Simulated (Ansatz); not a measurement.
Input, command and steps of an Ansatz relaxation.

```yaml
crystal:
  lattice:
    - [4.7719517454, 0.0, 0.0]
    - [0.0, 4.7719517454, 0.0]
    - [0.0, 0.0, 3.1832829283]
  atoms:
    - { symbol: Hf, position: [0.0, 0.0, 0.0] }
    - { symbol: Hf, position: [0.5, 0.5, 0.5] }
    - { symbol: O, position: [0.1951902952, 0.8048097048, 0.5] }
    - { symbol: O, position: [0.3048097048, 0.3048097048, 0.0] }
    - { symbol: O, position: [0.6951902952, 0.6951902952, 0.0] }
    - { symbol: O, position: [0.8048097048, 0.1951902952, 0.5] }
basis:
  ecutwfc: 420
kpoints:
  mp_grid: { grid: [6, 6, 8] }
hamiltonian:
  xc: pbe
scf:
  occupations: { method: gaussian, width: 0.02 }
output:
  forces: true
  stress: true
  eigenvalues: true
relax:
  adjacent_minimum: "off"
  f_tol: 0.01
  max_steps: 30
  cell: { stress_tol: 0.1, fix: [volume] }
```

```bash
ansatz run input.yaml --threads 1 --pin off --max-ram 2560MiB --backend cpu --events-out ev --progress --plain --runs-dir out
```

Method: DFT PBE, scalar-relativistic, plane waves, PAW in Ansatz.

The volume is held at 0.94 times that of the relaxed cell.

Of 4 frames 3 are shown, positions in Å and forces in eV/Å; the SCF threshold varies from step to step. Steps run on the plane waves of an earlier cell, with a Pulay correction in the pressure. The basis is chosen afresh for the last frame, the zero of the energies, and at times for earlier ones too; energy and pressure step there, also at an unchanged geometry.

```xyz
6
Lattice="4.7720 0.0000 0.0000 0.0000 4.7720 0.0000 0.0000 0.0000 3.1833" Properties=species:S:1:pos:R:3:forces:R:3 pbc="T T T" step=1 free_energy_over_end_meV_per_atom=0.40 pressure_GPa=14.79
Hf    0.0000    0.0000    0.0000    0.0000    0.0000    0.0000
Hf    2.3860    2.3860    1.5916    0.0000    0.0000    0.0000
O     0.9314    3.8405    1.5916    0.0744   -0.0744    0.0000
O     1.4545    1.4545    0.0000   -0.0744   -0.0744    0.0000
O     3.3174    3.3174    0.0000    0.0744    0.0744    0.0000
O     3.8405    0.9314    1.5916   -0.0744    0.0744    0.0000
6
Lattice="4.7600 0.0000 0.0000 0.0000 4.7600 0.0000 0.0000 0.0000 3.1993" Properties=species:S:1:pos:R:3:forces:R:3 pbc="T T T" step=2 free_energy_over_end_meV_per_atom=0.10 pressure_GPa=14.48
Hf    0.0000    0.0000    0.0000    0.0000    0.0000    0.0000
Hf    2.3800    2.3800    1.5997    0.0000    0.0000    0.0000
O     0.9283    3.8316    1.5997    0.0461   -0.0461    0.0000
O     1.4516    1.4516    0.0000   -0.0461   -0.0461    0.0000
O     3.3083    3.3083    0.0000    0.0461    0.0461    0.0000
O     3.8316    0.9283    1.5997   -0.0461    0.0461    0.0000
6
Lattice="4.7628 0.0000 0.0000 0.0000 4.7628 0.0000 0.0000 0.0000 3.1956" Properties=species:S:1:pos:R:3:forces:R:3 pbc="T T T" step=4 free_energy_over_end_meV_per_atom=0.00 pressure_GPa=14.49
Hf    0.0000    0.0000    0.0000    0.0000    0.0000    0.0000
Hf    2.3814    2.3814    1.5978    0.0000    0.0000    0.0000
O     0.9309    3.8319    1.5978    0.0039   -0.0039    0.0000
O     1.4505    1.4505    0.0000   -0.0039   -0.0039    0.0000
O     3.3123    3.3123    0.0000    0.0039    0.0039    0.0000
O     3.8319    0.9309    1.5978   -0.0039    0.0039    0.0000
```

It took 32 s on 1 thread of Intel(R) Xeon(R) Platinum 8375C CPU @ 2.90GHz (Ice Lake) (shared host), peak memory 0.5 GiB.

Spin–orbit coupling is left out, which can shift energies with elements as heavy as these.